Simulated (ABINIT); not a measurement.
# PbS (Galena) (Fm-3m) in ABINIT: further runs

Aim: see how the results for PbS (Galena) move with the level of theory and the settings. Levels: LDA, PBEsol, PBE. Tasks: relaxation of cell and atoms, single point.

All numbers are computed with ABINIT 10.8.3 (patched build); they aren't measurements. Logs are shortened: lines on timing, memory, paths and dates and some standing lists are left out, and cuts for length are marked. The log counts tension as positive stress, the text compression.

## 1. The crystal as given

Symmetry: Fm-3m, No. 225, cubic system. The conventional cell has a = 5.931 Å, b = 5.931 Å, c = 5.931 Å, α = 90.00°, β = 90.00°, γ = 90.00°. Around Pb (site symmetry m-3m) lie 6 S at 2.97 Å. S (site symmetry m-3m) is surrounded by 6 Pb at 2.97 Å.

## 2. Relaxation of cell and atoms, LDA

The input, run.abi:

```
# Pseudopotentials
pp_dirpath "./"
pseudos "Pb.upf, S.upf"

# Structure
acell 3*1.0 Angstrom
rprim
     0.0000000000     2.9657500000     2.9657500000
     2.9657500000     0.0000000000     2.9657500000
     2.9657500000     2.9657500000     0.0000000000
ntypat 2
znucl 82 16
natom 2
typat 1 2
chkprim 0
chksymtnons 0
tolsym 1.0e-6
xred
            0.0            0.0            0.0
            1/2            1/2            1/2

# Plane-wave basis
ecut 28.0
ecutsm 0.5

# k points
kptopt 1
ngkpt 6 6 6
nshiftk 1
shiftk 0.0 0.0 0.0

# Exchange and correlation
ixc 7

# Bands and occupations
nband 14
occopt 3
tsmear 0.05 eV

# SCF cycle
nstep 80
tolvrs 1.0e-12

# Output
iomode 3
prteig 0
prtebands 0
prtwf 0
prtden 0

# Relaxation
ionmov 2
optcell 2
ntime 50
tolmxf 2.0e-5
dilatmx 1.08
```

Potentials or basis: PseudoDojo NC SR LDA v0.4.1 standard.

On the command line:

```
> abinit run.abi > log 2>&1
```

run.abo:

```text
.Version 10.8.3 of ABINIT
 Symmetries : space group Fm -3 m (#225); Bravais cF (face-center cubic)
================================================================================
 Values of the parameters that define the memory need of the present run
     intxc =       0    ionmov =       2      iscf =       7    lmnmax =       6
     lnmax =       6     mgfft =      45  mpssoang =       3    mqgrid =    3001
     natom =       2  nloc_mem =       1    nspden =       1   nspinor =       1
    nsppol =       1      nsym =      48    n1xccc =    2501    ntypat =       2
    occopt =       3   xclevel =       1
       mpw =        3158          nfft =       91125          nkpt =          16
================================================================================
================================================================================

--------------------------------------------------------------------------------
------------- Echo of variables that govern the present computation ------------
--------------------------------------------------------------------------------
 -outvars: echo values of preprocessed input variables --------
            acell      1.8897261259E+00  1.8897261259E+00  1.8897261259E+00 Bohr
              amu      2.07200000E+02  3.20660000E+01
          chkprim           0
      chksymtnons           0
          dilatmx      1.08000000E+00
             ecut      2.80000000E+01 Hartree
           ecutsm      5.00000000E-01 Hartree
           ionmov           2
              ixc           7
         kptrlatt        6    0    0      0    6    0      0    0    6
          kptrlen      4.75553798E+01
            natom           2
            nband          14
            ngfft          45      45      45
             nkpt          16
            nstep          80
             nsym          48
            ntime          50
           ntypat           2
           occopt           3
          optcell           2
           prtden           0
        prtebands           0
           prteig           0
            prtwf           0
            rprim      0.0000000000E+00  2.9657500000E+00  2.9657500000E+00
                       2.9657500000E+00  0.0000000000E+00  2.9657500000E+00
                       2.9657500000E+00  2.9657500000E+00  0.0000000000E+00
          spgroup         225
           tolmxf      2.00000000E-05
           tolsym      1.00000000E-06
           tolvrs      1.00000000E-12
           tsmear      1.83746611E-03 Hartree
            typat      1  2
           xangst      0.0000000000E+00  0.0000000000E+00  0.0000000000E+00
                       2.9657500000E+00  2.9657500000E+00  2.9657500000E+00
            xcart      0.0000000000E+00  0.0000000000E+00  0.0000000000E+00
                       5.6044552579E+00  5.6044552579E+00  5.6044552579E+00
             xred      0.0000000000E+00  0.0000000000E+00  0.0000000000E+00
                       5.0000000000E-01  5.0000000000E-01  5.0000000000E-01
            znucl       82.00000   16.00000

================================================================================

 chkinp: Checking input parameters for consistency.

================================================================================
== DATASET  1 ==================================================================

--- !DatasetInfo
iteration_state: {dtset: 1, }
dimensions: {natom: 2, nkpt: 16, mband: 14, nsppol: 1, nspinor: 1, nspden: 1, mpw: 3158, }
cutoff_energies: {ecut:  28.0, pawecutdg:  -1.0, }
electrons: {nelect:   2.00000000E+01, charge:   0.00000000E+00, occopt:   3.00000000E+00, tsmear:   1.83746611E-03, }
meta: {optdriver: 0, ionmov: 2, optcell: 2, iscf: 7, paral_kgb: 0, }
...

 Exchange-correlation functional for the present dataset will be:
  LDA: Perdew-Wang 92 LSD fit to Ceperley-Alder data - ixc=7
  J.P.Perdew and Y.Wang, PRB 45, 13244 (1992)

 Real(R)+Recip(G) space primitive vectors, cartesian coordinates (Bohr,Bohr^-1):
 R(1)=  0.0000000  5.6044553  5.6044553  G(1)= -0.0892147  0.0892147  0.0892147
 R(2)=  5.6044553  0.0000000  5.6044553  G(2)=  0.0892147 -0.0892147  0.0892147
 R(3)=  5.6044553  5.6044553  0.0000000  G(3)=  0.0892147  0.0892147 -0.0892147
 Unit cell volume ucvol=  3.5207097E+02 bohr^3
 Angles (23,13,12)=  6.00000000E+01  6.00000000E+01  6.00000000E+01 degrees

 getcut: wavevector=  0.0000  0.0000  0.0000  ngfft=  45  45  45
         ecut(hartree)=     32.659   => boxcut(ratio)=   2.15793

--- Pseudopotential description ------------------------------------------------
- pspini: atom type   1  psp file is ./Pb.upf
  82.00000  14.00000  180309                  znucl, zion, pspdat
12 -1012 2 -1 1638                            pspcod,pspxc,lmax,lloc,mmax
     nproj     2     2     2

- pspini: atom type   2  psp file is ./S.upf
  16.00000   6.00000  180309                  znucl, zion, pspdat
12 -1012 2 -1 1132                            pspcod,pspxc,lmax,lloc,mmax
     nproj     2     2     2

   1.05575670E+03                                ecore*ucvol(ha*bohr**3)
--------------------------------------------------------------------------------

================================================================================

=== [ionmov= 2] Broyden-Fletcher-Goldfarb-Shanno method (forces)
================================================================================

--- Iteration: ( 1/50) Internal Cycle: (1/1)
--------------------------------------------------------------------------------

---SELF-CONSISTENT-FIELD CONVERGENCE--------------------------------------------

--- !BeginCycle
iteration_state: {dtset: 1, itime: 1, icycle: 1, }
solver: {iscf: 7, nstep: 80, nline: 4, wfoptalg: 0, }
tolerances: {tolvrs: 1.00E-12, }
...

     iter   Etot(hartree)      deltaE(h)  residm     vres2
 ETOT  1  -81.258403322234    -8.126E+01 2.582E-01 2.189E+02
 ETOT  2  -81.349587197977    -9.118E-02 1.334E-02 5.895E+01
 ETOT  3  -81.358134955499    -8.548E-03 5.726E-04 1.011E+00
 ETOT  4  -81.358198405282    -6.345E-05 8.326E-04 2.419E-01
 ETOT  5  -81.358227796699    -2.939E-05 8.006E-05 3.775E-03
 ETOT  6  -81.358228272300    -4.756E-07 9.433E-05 2.975E-04
 ETOT  7  -81.358228305240    -3.294E-08 5.308E-05 5.632E-07
 ETOT  8  -81.358228305290    -5.035E-11 7.059E-05 5.202E-08
 ETOT  9  -81.358228305297    -6.636E-12 3.692E-05 4.256E-10
 ETOT 10  -81.358228305297    -7.674E-13 5.154E-05 3.678E-14
[... 344 lines left out ...]
 Gradient of E wrt nuclear positions in reduced coordinates (gred)
  0.00000000000000E+00  0.00000000000000E+00  0.00000000000000E+00
  0.00000000000000E+00  0.00000000000000E+00  0.00000000000000E+00
 Scale of Primitive Cell (acell) [bohr]
  7.80468827856339E+00  7.80468827856339E+00  7.80468827856339E+00
 Real space primitive translations (rprimd) [bohr]
  0.00000000000000E+00  5.51874800681934E+00  5.51874800681934E+00
  5.51874800681934E+00  0.00000000000000E+00  5.51874800681934E+00
  5.51874800681934E+00  5.51874800681934E+00  0.00000000000000E+00
 Unitary Cell Volume (ucvol) [Bohr^3]=  3.36164375513169E+02
 Angles (23,13,12)= [degrees]
  6.00000000000000E+01  6.00000000000000E+01  6.00000000000000E+01
 Lengths [Bohr]
  7.80468827856339E+00  7.80468827856339E+00  7.80468827856339E+00
 Stress tensor in cartesian coordinates (strten) [Ha/bohr^3]
  8.47520013180086E-08  0.00000000000000E+00  0.00000000000000E+00
  0.00000000000000E+00  8.47520013093350E-08  0.00000000000000E+00
  0.00000000000000E+00  0.00000000000000E+00  8.47520013110697E-08
 Total energy (etotal) [Ha]= -8.13589641679681E+01

 Difference of energy with previous step (new-old):
           Absolute (Ha)=-7.89025E-07
           Relative     =-9.69807E-09

 At Broyd/MD step   4, gradients are converged :
  max grad (force/stress) = 8.4752E-06 < tolmxf= 2.0000E-05 ha/bohr (free atoms)

================================================================================

 ----iterations are completed or convergence reached----

 Mean square residual over all n,k,spin=   11.073E-11; max=  13.897E-09
 reduced coordinates (array xred) for    2 atoms
       0.000000000000      0.000000000000      0.000000000000
       0.500000000000      0.500000000000      0.500000000000
 rms dE/dt=  0.0000E+00; max dE/dt=  0.0000E+00; dE/dt below (all hartree)
    1       0.000000000000      0.000000000000      0.000000000000
    2       0.000000000000      0.000000000000      0.000000000000

 cartesian coordinates (angstrom) at end:
    1      0.00000000000000     0.00000000000000     0.00000000000000
    2      2.92039567594392     2.92039567594392     2.92039567594392

 cartesian forces (hartree/bohr) at end:
    1     -0.00000000000000    -0.00000000000000    -0.00000000000000
    2     -0.00000000000000    -0.00000000000000    -0.00000000000000
 frms,max,avg= 0.0000000E+00 0.0000000E+00   0.000E+00  0.000E+00  0.000E+00 h/b

 cartesian forces (eV/Angstrom) at end:
    1     -0.00000000000000    -0.00000000000000    -0.00000000000000
    2     -0.00000000000000    -0.00000000000000    -0.00000000000000
 frms,max,avg= 0.0000000E+00 0.0000000E+00   0.000E+00  0.000E+00  0.000E+00 e/A
 length scales=  7.804688278563  7.804688278563  7.804688278563 bohr
              =  4.130063172416  4.130063172416  4.130063172416 angstroms
 Fermi (or HOMO) energy (hartree) =   0.18155   Average Vxc (hartree)=  -0.38620
 Eigenvalues (hartree) for nkpt=  16  k points:
 kpt#   1, nband= 14, wtk=  0.00463, kpt=  0.0000  0.0000  0.0000 (reduced coord)
  -0.43828   -0.43828   -0.43828   -0.43800   -0.43800   -0.33579   -0.04333    0.09185
   0.09185    0.09185    0.37044    0.37044    0.37044    0.41891
      occupation numbers for kpt#   1
   2.00000    2.00000    2.00000    2.00000    2.00000    2.00000    2.00000    2.00000
   2.00000    2.00000    0.00000    0.00000    0.00000    0.00000
 prteigrs : prtvol=0 or 1, do not print more k-points.

--- !EnergyTerms
iteration_state     : {dtset: 1, itime: 4, icycle: 1, }
comment             : Components of total free energy in Hartree
kinetic             :  3.83572900254132E+01
hartree             :  1.47709110297311E+01
xc                  : -2.29210053821978E+01
Ewald energy        : -5.64785311953086E+01
psp_core            :  3.14059662991032E+00
local_psp           : -4.54938573524945E+01
non_local_psp       : -1.27342820711015E+01
internal            : -8.13588783160477E+01
'-kT*entropy'       : -8.58519203869357E-05
total_energy        : -8.13589641679681E+01
total_energy_eV     : -2.21389019854751E+03
band_energy         : -4.73842235957600E+00
...

 Cartesian components of stress tensor (hartree/bohr^3)
  sigma(1 1)=  8.47520013E-08  sigma(3 2)=  0.00000000E+00
  sigma(2 2)=  8.47520013E-08  sigma(3 1)=  0.00000000E+00
  sigma(3 3)=  8.47520013E-08  sigma(2 1)=  0.00000000E+00

-Cartesian components of stress tensor (GPa)         [Pressure= -2.4935E-03 GPa]
- sigma(1 1)=  2.49348997E-03  sigma(3 2)=  0.00000000E+00
- sigma(2 2)=  2.49348997E-03  sigma(3 1)=  0.00000000E+00
- sigma(3 3)=  2.49348997E-03  sigma(2 1)=  0.00000000E+00

== END DATASET(S) ==============================================================
================================================================================

 -outvars: echo values of variables after computation  --------
            acell      7.8046882786E+00  7.8046882786E+00  7.8046882786E+00 Bohr
           etotal     -8.1358964168E+01
            fcart     -0.0000000000E+00 -0.0000000000E+00 -0.0000000000E+00
                      -0.0000000000E+00 -0.0000000000E+00 -0.0000000000E+00
            rprim      0.0000000000E+00  7.0710678119E-01  7.0710678119E-01
                       7.0710678119E-01  0.0000000000E+00  7.0710678119E-01
                       7.0710678119E-01  7.0710678119E-01  0.0000000000E+00
           strten      8.4752001318E-08  8.4752001309E-08  8.4752001311E-08
                       0.0000000000E+00  0.0000000000E+00  0.0000000000E+00
           xangst      0.0000000000E+00  0.0000000000E+00  0.0000000000E+00
                       2.9203956759E+00  2.9203956759E+00  2.9203956759E+00
             xred      0.0000000000E+00  0.0000000000E+00  0.0000000000E+00
                       5.0000000000E-01  5.0000000000E-01  5.0000000000E-01
 Calculation completed.
```

It took 94 s on 1 thread of Arm Neoverse V1, shared host; peak memory 0.09 GiB.

What came out:

```
Free energy                            : -2213.8902 eV
Relaxed volume                         : 24.91 Å³/atom
Relaxed cell                           : a = 4.130 Å, b = 4.130 Å, c = 4.130 Å, α = 60.00°, β = 60.00°, γ = 60.00°
Space group after relaxing (to 0.05 Å) : Fm-3m (No. 225)
Energy gained by relaxing              : 10.0 meV/atom
Ionic steps                            : 4
Pressure after relaxing                : 0.0 GPa
Band gap on the k mesh                 : 0.07 eV, direct
```

Step by step:
| step | energy change (eV) | largest force (eV/Å) | pressure (GPa) | volume (Å³) |
| --- | --- | --- | --- | --- |
| 1 | 0.0000 | 0.0000 | -2.63 | 52.17 |
| 2 | -0.0063 | 0.0000 | -2.20 | 51.75 |
| 3 | -0.0200 | 0.0000 | 0.09 | 49.74 |
| 4 | -0.0200 | 0.0000 | 0.00 | 49.81 |

Final structure:
```
Pb S
1.0
     0.00000    2.92040    2.92040
     2.92040    0.00000    2.92040
     2.92040    2.92040    0.00000
Pb S
1 1
Direct
  0.00000 0.00000 0.00000
  0.50000 0.50000 0.50000
```

Caveat: spin-orbit coupling is left out, which as a rule narrows the gap of such compounds by several tenths of an eV. Zero-point motion and thermal expansion aren't in these numbers.

(Continued in part 2 of 2.)
